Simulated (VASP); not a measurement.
# BaTiO3: O into a neighbouring O vacancy, part 6 of 7

How hard is this move in BaTiO3: O into a neighbouring O vacancy? Both ends are relaxed first, then a band of images between them. The start is a cell from a database of measured crystal structures.

VASP 6.6.1; PBEsol, no spin polarisation; plane waves and PAW (Ba_sv, Ti, O).

So far. Step 3 (Relax the start): The run ended after 47 ionic steps, 2.014 eV below its first step, once the forces on the free atoms met EDIFFG = -0.05. Step 4 (Relax the end): The run ended after 24 ionic steps, 1.819 eV below its first step, once the forces on the free atoms met EDIFFG = -0.05.

## (5) Nudged elastic band

Images on a straight line between the ends relax across the path, while springs keep them spaced along it.

This cell carries charge +2, set by NELECT and balanced by a uniform background.

INCAR reads:

```
SYSTEM = Ba8Ti8O23
PREC = Normal
ENCUT = 400
EDIFF = 1E-05
NELM = 120
ISMEAR = 0
SIGMA = 0.05
LREAL = Auto
ALGO = Fast
GGA = PS
NELECT = 248
NBANDS = 156
LASPH = .TRUE.
LWAVE = .FALSE.
LCHARG = .FALSE.
NCORE = 2
IMAGES = 3
SPRING = -5
IBRION = 1
POTIM = 0.3
NSW = 50
EDIFFG = -0.05
ISYM = 0
ISIF = 0
```

POSCAR reads:

```
Ba8Ti8O23
1.0
    7.9821065776      0.0000000000      0.0000000000
    0.0000000000      7.9821065776      0.0000000000
    0.0000000000      0.0000000000      7.9821065776
Ba Ti O
8 8 23
Direct
    0.2587277020      0.2543506513      0.2512439185
    0.2572883433      0.2522979940      0.7510801997
    0.2570545738      0.7428365521      0.2507661388
    0.2566577226      0.7431386609      0.7508501348
    0.7444971818      0.2551870125      0.2511789375
    0.7474256445      0.2526384930      0.7513489695
    0.7455771653      0.7412908567      0.2506624859
    0.7478606075      0.7424335095      0.7512289504
    0.0039314445      0.9953399821      0.9799332709
    0.0044369790      0.9958340933      0.5190260541
    0.0059491060      0.4915646620      0.0098035657
    0.0063592291      0.4923432237      0.5046559495
    0.5067734457      0.9937562990      0.0096314143
    0.5082146944      0.9935640884      0.5047670929
    0.5064933199      0.4928629353      0.0029001143
    0.5067339882      0.4932983698      0.5052469259
    0.0003031993      0.9996570750      0.7493491202
    0.9976975371      0.5011959011      0.2456962766
    0.9973983428      0.5006093216      0.7436781542
    0.4989712661      0.0026446297      0.2459417215
    0.4996087864      0.0030314402      0.7439624968
    0.4980449985      0.5021594249      0.2454211108
    0.4978885055      0.5024085857      0.7464966721
    0.9976876834      0.2462661580      0.0105691962
    0.9971385157      0.2460912464      0.4871521345
    0.9975512356      0.7609372661      0.0115062185
    0.9969601829      0.7607352560      0.4860589101
    0.4984499267      0.2535054167      0.9958072476
    0.4980793184      0.2538961918      0.4984243989
    0.4984982563      0.7560109072      0.9958018943
    0.4981398910      0.7553095865      0.4984060365
    0.2397750040      0.0033517181      0.0108903473
    0.2391511670      0.0028434842      0.4864057889
    0.2445230380      0.5017668872      0.9958101081
    0.2447314371      0.5020243638      0.4980523539
    0.7544440418      0.0031731173      0.0102878625
    0.7536923196      0.0026471664      0.4874867289
    0.7469893449      0.5017936473      0.9957570491
    0.7462414542      0.5020413963      0.4981367030
```

KPOINTS reads:

```
Automatic mesh
0
Gamma
2 2 2
0 0 0
```

00/POSCAR reads:

```
Ba8Ti8O23
1.0
    7.9821065776      0.0000000000      0.0000000000
    0.0000000000      7.9821065776      0.0000000000
    0.0000000000      0.0000000000      7.9821065776
Ba Ti O
8 8 23
Direct
    0.2587277020      0.2543506513      0.2512439185
    0.2572883433      0.2522979940      0.7510801997
    0.2570545738      0.7428365521      0.2507661388
    0.2566577226      0.7431386609      0.7508501348
    0.7444971818      0.2551870125      0.2511789375
    0.7474256445      0.2526384930      0.7513489695
    0.7455771653      0.7412908567      0.2506624859
    0.7478606075      0.7424335095      0.7512289504
    0.0039314445      0.9953399821      0.9799332709
    0.0044369790      0.9958340933      0.5190260541
    0.0059491060      0.4915646620      0.0098035657
    0.0063592291      0.4923432237      0.5046559495
    0.5067734457      0.9937562990      0.0096314143
    0.5082146944      0.9935640884      0.5047670929
    0.5064933199      0.4928629353      0.0029001143
    0.5067339882      0.4932983698      0.5052469259
    0.0003031993      0.9996570750      0.7493491202
    0.9976975371      0.5011959011      0.2456962766
    0.9973983428      0.5006093216      0.7436781542
    0.4989712661      0.0026446297      0.2459417215
    0.4996087864      0.0030314402      0.7439624968
    0.4980449985      0.5021594249      0.2454211108
    0.4978885055      0.5024085857      0.7464966721
    0.9976876834      0.2462661580      0.0105691962
    0.9971385157      0.2460912464      0.4871521345
    0.9975512356      0.7609372661      0.0115062185
    0.9969601829      0.7607352560      0.4860589101
    0.4984499267      0.2535054167      0.9958072476
    0.4980793184      0.2538961918      0.4984243989
    0.4984982563      0.7560109072      0.9958018943
    0.4981398910      0.7553095865      0.4984060365
    0.2397750040      0.0033517181      0.0108903473
    0.2391511670      0.0028434842      0.4864057889
    0.2445230380      0.5017668872      0.9958101081
    0.2447314371      0.5020243638      0.4980523539
    0.7544440418      0.0031731173      0.0102878625
    0.7536923196      0.0026471664      0.4874867289
    0.7469893449      0.5017936473      0.9957570491
    0.7462414542      0.5020413963      0.4981367030
```

01/POSCAR reads:

```
Ba8Ti8O23
1.0
    7.9821065776      0.0000000000      0.0000000000
    0.0000000000      7.9821065776      0.0000000000
    0.0000000000      0.0000000000      7.9821065776
Ba Ti O
8 8 23
Direct
    0.2582992363      0.2532671325      0.2521701500
    0.2569409713      0.2516357613      0.7489371841
    0.2566467602      0.7446108883      0.2513480442
    0.2562571348      0.7449717538      0.7490232693
    0.7441056091      0.2540296698      0.2523069450
    0.7466496485      0.2521573976      0.7488666698
    0.7454882064      0.7433539860      0.2513892527
    0.7473071355      0.7442941413      0.7491512610
    0.0036350469      0.9915447446      0.9837668348
    0.0037608568      0.9955522942      0.5122625736
    0.0047394825      0.4985283999      0.0063507226
    0.0036107977      0.4916994699      0.5018006352
    0.5065416952      0.9978245424      0.0055920677
    0.5066269003      0.9956204198      0.5017281581
    0.5053029108      0.4958687157      0.0029683264
    0.5036619507      0.4960198978      0.5048115014
   -0.0002458462      1.0029482372      0.7520444372
    0.9983282860      0.4981466872      0.2453398525
    0.9981597322      0.4976266292      0.7475267730
    0.4989849964      0.0008347065      0.2473539696
    0.4995028826      0.0011276889      0.7466217780
    0.4987471858      0.5010621474      0.2458557945
    0.4986015531      0.5012846215      0.7468354408
    0.9978455643      0.1876971361      0.0695637210
    0.9980621450      0.2479756091      0.4904855626
    0.9981607773      0.7581313544      0.0084490579
    0.9979186412      0.7594638006      0.4895179828
    0.4986528552      0.2514927171      0.9967054341
    0.4987266218      0.2522519900      0.4986927191
    0.4988137094      0.7527465238      0.9967410833
    0.4988109066      0.7534245435      0.4986695741
    0.2397879331      0.0052182586      0.0087274690
    0.2414876528      0.0020650346      0.4901709525
    0.2440492636      0.4980640808      0.9969943599
    0.2464869178      0.5021393899      0.4982931629
    0.7544830633      0.0049569518      0.0082854679
    0.7526068239      0.0019079811      0.4909578293
    0.7494039609      0.4980579887      0.9968730727
    0.7483203708      0.5021320993      0.4983919590
```

02/POSCAR reads:

```
Ba8Ti8O23
1.0
    7.9821065776      0.0000000000      0.0000000000
    0.0000000000      7.9821065776      0.0000000000
    0.0000000000      0.0000000000      7.9821065776
Ba Ti O
8 8 23
Direct
    0.2578707706      0.2521836136      0.2530963816
    0.2565935993      0.2509735286      0.7467941685
    0.2562389466      0.7463852245      0.2519299495
    0.2558565471      0.7468048468      0.7471964038
    0.7437140364      0.2528723270      0.2534349525
    0.7458736525      0.2516763023      0.7463843701
    0.7453992474      0.7454171154      0.2521160195
    0.7467536636      0.7461547730      0.7470735715
    0.0033386494      0.9877495070      0.9876003988
    0.0030847347      0.9952704951      0.5054990931
    0.0035298590      0.5054921378      0.0028978796
    0.0008623662      0.4910557162      0.4989453208
    0.5063099446      1.0018927858      0.0015527211
    0.5050391062      0.9976767513      0.4986892234
    0.5041125016      0.4988744961      0.0030365385
    0.5005899132      0.4987414258      0.5043760769
   -0.0007948917      1.0062393994      0.7547397542
    0.9989590350      0.4950974732      0.2449834284
    0.9989211216      0.4946439368      0.7513753918
    0.4989987267     -0.0009752166      0.2487662178
    0.4993969788     -0.0007760625      0.7492810592
    0.4994493730      0.4999648700      0.2462904782
    0.4993146007      0.5001606574      0.7471742096
    0.9980034452      0.1291281142      0.1285582459
    0.9989857743      0.2498599718      0.4938189906
    0.9987703190      0.7553254428      0.0053918973
    0.9988770994      0.7581923452      0.4929770554
    0.4988557838      0.2494800175      0.9976036206
    0.4993739252      0.2506077882      0.4989610394
    0.4991291624      0.7494821405      0.9976802723
    0.4994819222      0.7515395006      0.4989331118
    0.2398008622      0.0070847992      0.0065645906
    0.2438241386      0.0012865850      0.4939361160
    0.2435754892      0.4943612743      0.9981786117
    0.2482423986      0.5022544160      0.4985339719
    0.7545220848      0.0067407864      0.0062830732
    0.7515213282      0.0011687958      0.4944289297
    0.7518185770      0.4943223300      0.9979890962
    0.7503992875      0.5022228023      0.4986472150
```

03/POSCAR reads:

```
Ba8Ti8O23
1.0
    7.9821065776      0.0000000000      0.0000000000
    0.0000000000      7.9821065776      0.0000000000
    0.0000000000      0.0000000000      7.9821065776
Ba Ti O
8 8 23
Direct
    0.2574423049      0.2511000948      0.2540226131
    0.2562462272      0.2503112960      0.7446511529
    0.2558311329      0.7481595607      0.2525118548
    0.2554559594      0.7486379398      0.7453695382
    0.7433224638      0.2517149843      0.2545629599
    0.7450976565      0.2511952069      0.7439020704
    0.7453102885      0.7474802447      0.2528427863
    0.7462001916      0.7480154048      0.7449958820
    0.0030422518      0.9839542695      0.9914339628
    0.0024086125      0.9949886960      0.4987356126
    0.0023202356      0.5124558756     -0.0005549635
   -0.0018860652      0.4904119624      0.4960900065
    0.5060781941      1.0059610293     -0.0024866256
    0.5034513122      0.9997330828      0.4956502886
    0.5029220924      0.5018802765      0.0031047506
    0.4975178756      0.5014629538      0.5039406524
   -0.0013439371      1.0095305617      0.7574350711
    0.9995897840      0.4920482593      0.2446270044
    0.9996825111      0.4916612443      0.7552240107
    0.4990124570     -0.0027851398      0.2501784659
    0.4992910751     -0.0026798138      0.7519403403
    0.5001515602      0.4988675925      0.2467251620
    0.5000276483      0.4990366932      0.7475129783
    0.9981613260      0.0705590924      0.1875527707
    0.9999094036      0.2517443345      0.4971524186
    0.9993798606      0.7525195312      0.0023347366
    0.9998355576      0.7569208898      0.4964361280
    0.4990587124      0.2474673179      0.9985018072
    0.5000212287      0.2489635863      0.4992293596
    0.4994446155      0.7462177572      0.9986194613
    0.5001529377      0.7496544576      0.4991966494
    0.2398137913      0.0089513397      0.0044017123
    0.2461606245      0.0005081355      0.4977012796
    0.2431017148      0.4906584678      0.9993628635
    0.2499978794      0.5023694422      0.4987747809
    0.7545611062      0.0085246209      0.0042806786
    0.7504358325      0.0004296105      0.4979000301
    0.7542331930      0.4905866714      0.9991051198
    0.7524782041      0.5023135054      0.4989024711
```

04/POSCAR reads:

```
Ba8Ti8O23
1.0
    7.9821065776      0.0000000000      0.0000000000
    0.0000000000      7.9821065776      0.0000000000
    0.0000000000      0.0000000000      7.9821065776
Ba Ti O
8 8 23
Direct
    0.2570138392      0.2500165760      0.2549488446
    0.2558988552      0.2496490633      0.7425081373
    0.2554233193      0.7499338969      0.2530937602
    0.2550553716      0.7504710327      0.7435426727
    0.7429308911      0.2505576416      0.2556909674
    0.7443216605      0.2507141115      0.7414197707
    0.7452213296      0.7495433740      0.2535695531
    0.7456467196      0.7498760366      0.7429181926
    0.0027458542      0.9801590320      0.9952675267
    0.0017324904      0.9947068969      0.4919721321
    0.0011106121      0.5194196135     -0.0040078066
   -0.0046344966      0.4897682086      0.4932346922
    0.5058464436      1.0100292727     -0.0065259722
    0.5018635181      1.0017894142      0.4926113538
    0.5017316833      0.5048860569      0.0031729627
    0.4944458381      0.5041844818      0.5035052279
   -0.0018929826      1.0128217239      0.7601303881
    1.0002205329      0.4889990454      0.2442705803
    1.0004439005      0.4886785519      0.7590726295
    0.4990261873     -0.0045950629      0.2515907140
    0.4991851713     -0.0045835651      0.7545996215
    0.5008537475      0.4977703150      0.2471598457
    0.5007406959      0.4979127290      0.7478517470
    0.9983192069      0.0119900705      0.2465472956
    1.0008330329      0.2536286972      0.5004858467
    0.9999894023      0.7497136195     -0.0007224240
    1.0007940159      0.7556494344      0.4998952007
    0.4992616409      0.2454546183      0.9993999937
    0.5006685321      0.2473193845      0.4994976798
    0.4997600686      0.7429533738      0.9995586503
    0.5008239533      0.7477694146      0.4994601870
    0.2398267204      0.0108178802      0.0022388340
    0.2484971103     -0.0002703141      0.5014664432
    0.2426279404      0.4869556614      1.0005471153
    0.2517533601      0.5024844683      0.4990155899
    0.7546001277      0.0103084554      0.0022782840
    0.7493503368     -0.0003095748      0.5013711305
    0.7566478090      0.4868510128      1.0002211434
    0.7545571207      0.5024042084      0.4991577271
```

The projector-augmented-wave data sets are Ba_sv, Ti and O (PBE family, release 64).

Command:

```
mpirun -np 6 vasp_std
```

The program printed:

```text
[banner, memory and clock lines left out]
running    6 mpi-ranks, on    1 nodes
 each image running on    2 cores
 distrk:  each k-point on    2 cores,    1 groups
 distr:  one band on    2 cores,    1 groups

 POSCAR found type information on POSCAR BaTiO
 01/POSCAR found :  3 types and      39 ions
 [... a notice as in an earlier step ...]

 LDA part: xc-table for (Slater+PW92), standard interpolation
 POSCAR found type information on POSCAR BaTiO
 00/POSCAR found :  3 types and      39 ions
 POSCAR found type information on POSCAR BaTiO
 04/POSCAR found :  3 types and      39 ions
 POSCAR, INCAR and KPOINTS ok, starting setup
 FFT: planning ... GRIDC
 FFT: planning ... GRID_SOFT
 FFT: planning ... GRID
 WAVECAR not read
 entering main loop
       N       E                     dE             d eps       ncg     rms          rms(c)
DAV:   1     0.272031562745E+04    0.27203E+04   -0.91406E+04  2536   0.126E+03
DAV:   2     0.221472712099E+03   -0.24988E+04   -0.23087E+04  2584   0.362E+02
DAV:   3    -0.367965967615E+03   -0.58944E+03   -0.57063E+03  2936   0.174E+02
DAV:   4    -0.410232611456E+03   -0.42267E+02   -0.41970E+02  3544   0.511E+01
DAV:   5    -0.412007189999E+03   -0.17746E+01   -0.17718E+01  3968   0.110E+01BRMIX: very serious problems
 the old and the new charge density differ
 old charge density:   250.00000 new  248.00008
    0.853E+01
BRMIX: very serious problems
 the old and the new charge density differ
 old charge density:   250.00000 new  248.00010
BRMIX: very serious problems
 the old and the new charge density differ
 old charge density:   250.00000 new  248.00007
RMM:   6    -0.327807054079E+03    0.84200E+02   -0.35966E+02  2541   0.432E+01    0.185E+01
RMM:   7    -0.330653352122E+03   -0.28463E+01   -0.56073E+01  2716   0.200E+01    0.256E+01
RMM:   8    -0.332614455459E+03   -0.19611E+01   -0.19674E+01  3129   0.706E+00    0.246E+01
RMM:   9    -0.442414816015E+03   -0.10980E+03   -0.36595E+02  3791   0.359E+01    0.101E+02
RMM:  10    -0.435258002781E+03    0.71568E+01   -0.33149E+01  3039   0.899E+00    0.992E+01
RMM:  11    -0.435499468790E+03   -0.24147E+00   -0.88106E+00  3862   0.378E+00    0.101E+02
RMM:  12    -0.435354431350E+03    0.14504E+00   -0.31433E+00  4143   0.174E+00    0.102E+02
RMM:  14    -0.421791422974E+03    0.97886E+01   -0.60147E+00  3365   0.442E+00    0.965E+01
RMM:  15    -0.401760595572E+03    0.20031E+02   -0.10681E+01  3710   0.588E+00    0.864E+01
RMM:  16    -0.430559862014E+03   -0.28799E+02   -0.12729E+01  3710   0.675E+00    0.998E+01
RMM:  17    -0.514116548262E+03   -0.83557E+02   -0.63085E+01  4230   0.144E+01    0.129E+02
RMM:  18    -0.522255248710E+03   -0.81387E+01   -0.81513E+00  3669   0.339E+00    0.132E+02
RMM:  19    -0.518241500780E+03    0.40137E+01   -0.34025E+00  3189   0.228E+00    0.132E+02
RMM:  20    -0.471250259990E+03    0.46991E+02   -0.99727E+00  3822   0.604E+00    0.119E+02
[...]
RMM:  56    -0.330295811609E+03    0.11344E-02   -0.21674E-03  3294   0.828E-02    0.493E-01
RMM:  57    -0.330295845536E+03   -0.33926E-04   -0.10871E-03  3430   0.563E-02    0.516E-01
RMM:  58    -0.330294906326E+03    0.93921E-03   -0.78690E-04  3369   0.552E-02    0.437E-01
RMM:  59    -0.330293439919E+03    0.14664E-02   -0.23955E-03  3765   0.114E-01    0.186E-01
RMM:  60    -0.330293347563E+03    0.92356E-04   -0.48035E-04  3382   0.369E-02    0.183E-01
RMM:  61    -0.330293097037E+03    0.25053E-03   -0.11293E-03  3652   0.801E-02    0.402E-02
RMM:  62    -0.330293098212E+03   -0.11745E-05   -0.28322E-04  3099   0.269E-02    0.280E-02
RMM:  63    -0.330293089082E+03    0.91296E-05   -0.83132E-05  2429   0.158E-02
   1 F= -.33029309E+03 E0= -.33029309E+03  d E =-.330293E+03
[... from here on, the cycles between the ionic steps are left out ...]
   2 F= -.33074211E+03 E0= -.33074211E+03  d E =-.449023E+00
   3 F= -.33091843E+03 E0= -.33091843E+03  d E =-.176314E+00
   4 F= -.33098290E+03 E0= -.33098290E+03  d E =-.644755E-01
   5 F= -.33105215E+03 E0= -.33105215E+03  d E =-.692514E-01
   6 F= -.33109878E+03 E0= -.33109878E+03  d E =-.466293E-01
   7 F= -.33113419E+03 E0= -.33113419E+03  d E =-.354063E-01
   8 F= -.33115174E+03 E0= -.33115174E+03  d E =-.175510E-01
   9 F= -.33116237E+03 E0= -.33116237E+03  d E =-.106344E-01
  10 F= -.33116826E+03 E0= -.33116826E+03  d E =-.588570E-02
  11 F= -.33117640E+03 E0= -.33117640E+03  d E =-.814146E-02
  12 F= -.33118127E+03 E0= -.33118127E+03  d E =-.487353E-02
  13 F= -.33118572E+03 E0= -.33118572E+03  d E =-.444490E-02
  14 F= -.33119551E+03 E0= -.33119551E+03  d E =-.978942E-02
  15 F= -.33119588E+03 E0= -.33119588E+03  d E =-.373024E-03
  16 F= -.33119757E+03 E0= -.33119757E+03  d E =-.169245E-02
 BRION: g(F)=  0.221E-02 g(S)=  0.000E+00 retain N=  4 mean eig= 5.54
 eig:   7.567  7.567  5.055  1.965
 bond charge predicted
       N       E                     dE             d eps       ncg     rms          rms(c)
DAV:   1    -0.331196861951E+03    0.71061E-03   -0.77595E-01  2504   0.237E+00    0.139E-01
RMM:   2    -0.331198350487E+03   -0.14885E-02   -0.16541E-02  2498   0.402E-01    0.901E-02
RMM:   3    -0.331198697752E+03   -0.34727E-03   -0.35922E-03  2816   0.164E-01    0.439E-02
RMM:   4    -0.331198729803E+03   -0.32051E-04   -0.77535E-04  3187   0.698E-02    0.403E-02
RMM:   5    -0.331198718553E+03    0.11251E-04   -0.20363E-04  2828   0.367E-02    0.117E-02
RMM:   6    -0.331198724556E+03   -0.60036E-05   -0.82163E-05  2329   0.194E-02
  17 F= -.33119872E+03 E0= -.33119872E+03  d E =-.115014E-02
 BRION: g(F)=  0.174E-02 g(S)=  0.000E+00 retain N=  5 mean eig= 5.43
 eig:   7.658  7.658  2.137  4.848  4.848
 reached required accuracy - stopping structural energy minimisation
```

It took 16 min on 6 MPI ranks of Intel Xeon 6975P-C (Granite Rapids), shared host; peak memory 1.7 GiB; 1.6 h of CPU time.

(Continued in part 7 of 7.)

[Lines on the potential files, build, host, timing and source positions are cut from VASP's logs without a mark.]

[Logs are printed without paths, hosts, clocks, repeated set-up lines and the standing remarks that a program may print on its own settings, such as how far it seeks lower states.]

[Hosts, paths, dates, database ids (printed as entryN), source tags and the programs' standing remarks are cut or masked in the printed files.]

[Runs that stopped without an error message from VASP are left out.]
